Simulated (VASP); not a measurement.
VASP 6.6.1 run: GaSb

INCAR

```
LASPH = .TRUE.
LREAL = .FALSE.
ISIF = 2
NSW = 40
LCHARG = .FALSE.
ISYM = -1
ISMEAR = -1
ENCUT = 600
EDIFF = 1E-7
NBANDS = 16
EDIFFG = -5E-3
LWAVE = .FALSE.
SIGMA = 0.02
PREC = Accurate
GGA = CA
NELM = 120
IBRION = 2
```

KPOINTS

```
KPOINTS created by Atomic Simulation Environment
0
Gamma
4 4 4
0 0 0
```

POSCAR

```
Ga Sb
 1.0000000000000000
    -0.0000000000000000    3.1090646161194466    3.1090646161194466
     3.1090646161194466    0.0000000000000000    3.1090646161194466
     3.1090646161194466    3.1090646161194466    0.0000000000000000
 Ga  Sb
   1   1
Cartesian
  0.0000000000000000  0.0000000000000000  0.0000000000000000
  1.5545323080597233  1.5545323080597233  1.5545323080597233
```

The recommended LDA PAW datasets give the neutral cell 18 valence electrons.

Command

```
mpirun -np 1 vasp_std
```

Q: Predict the outcome of this run.

A: It converged. Results: relaxed cell vector lengths 4.397, 4.397, 4.397 Å; relaxed cell volume 60.11 Å³.

OSZICAR

```
N       E                     dE             d eps       ncg     rms          rms(c)
DAV:   1     0.871113975256E+02    0.87111E+02   -0.91343E+03  2072   0.146E+03
DAV:   2    -0.148622182122E+01   -0.88598E+02   -0.85326E+02  2512   0.318E+02
DAV:   3    -0.842015415832E+01   -0.69339E+01   -0.69182E+01  2384   0.688E+01
DAV:   4    -0.854795993839E+01   -0.12781E+00   -0.12779E+00  2592   0.104E+01
DAV:   5    -0.855098756551E+01   -0.30276E-02   -0.30276E-02  2600   0.143E+00    0.313E+00
DAV:   6    -0.846156600998E+01    0.89422E-01   -0.77074E-02  2896   0.409E+00    0.181E+00
DAV:   7    -0.842619515568E+01    0.35371E-01   -0.49918E-02  2616   0.159E+00    0.321E-01
DAV:   8    -0.842572924945E+01    0.46591E-03   -0.47641E-03  2504   0.765E-01    0.996E-02
DAV:   9    -0.842585760740E+01   -0.12836E-03   -0.41111E-04  2728   0.187E-01    0.384E-02
DAV:  10    -0.842584878884E+01    0.88186E-05   -0.20540E-05  2760   0.411E-02    0.123E-02
DAV:  11    -0.842585262039E+01   -0.38315E-05   -0.52077E-06  2560   0.208E-02    0.586E-03
DAV:  12    -0.842585261163E+01    0.87593E-08   -0.26067E-07  2560   0.373E-03
   1 F= -.84258526E+01 E0= -.84252529E+01  d E =-.842585E+01
```

These settings aren't sound, so the numbers aren't properties of the crystal.

On sound settings the LDA relaxation ends at 55.45 Å³.
